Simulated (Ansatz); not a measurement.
WS₂: pressure against volume, fitted

```yaml
crystal:
  lattice:
    - [1.57900, 0.91164, 6.16333]
    - [-1.57900, 0.91164, 6.16333]
    - [0.00000, -1.82327, 6.16333]
  atoms:
    - { symbol: W, position: [0.00000, 0.00000, 0.00000] }
    - { symbol: S, position: [0.75030, 0.75030, 0.75030] }
    - { symbol: S, position: [0.58100, 0.58100, 0.58100] }
```

Atom numbers follow the list: W1, S2, S3.

The conventional cell has a = 3.158 Å, b = 3.158 Å, c = 18.490 Å, α = 90.00°, β = 90.00°, γ = 120.00°. W (atom 1) has 6 S at 2.39 to 2.42 Å as nearest neighbours. S (atom 2) is surrounded by 3 W at 2.39 Å. S (atom 3) has 3 W at 2.42 Å as nearest neighbours.

The cell is COD entry 9012192, as deposited and not checked against the literature; nothing was relaxed.

No spin–orbit coupling, which matters for the heavy atoms here.

All numbers below come from DFT, PBE, all-electron LAPW, scalar-relativistic in Ansatz 0.2.0.

Numerical set-up: a Γ-centred 13×13×13 k mesh, Fermi–Dirac smearing of 0.08 eV, basis error target 0.5 meV/atom, no spin polarisation.

The cell is scaled evenly. Fractional coordinates are held (clamped ions).

```
V (Å³/atom)  P (GPa)
     17.034    12.45
     17.389     8.34
     17.566     6.44
     17.744     4.64
     17.921     2.93
     18.099     1.30
     18.454    -1.70
     18.809    -4.40
```

Problem. Fit a third-order Birch–Murnaghan curve to the pressures.

Solution. P = (3B0/2)(y^(7/2) − y^(5/2))[1 + (3/4)(B0′ − 4)(y − 1)] with y = (V0/V)^(2/3) fits within 0.01 GPa for V0 = 18.249 Å³/atom, B0 = 155.6 GPa and B0′ = 4.36.

Problem. Predict the pressure at the withheld volume, 16.679 Å³/atom.

Solution. There y = 1.0618, so the fit gives 17.03 GPa; the run gave 17.02 GPa.
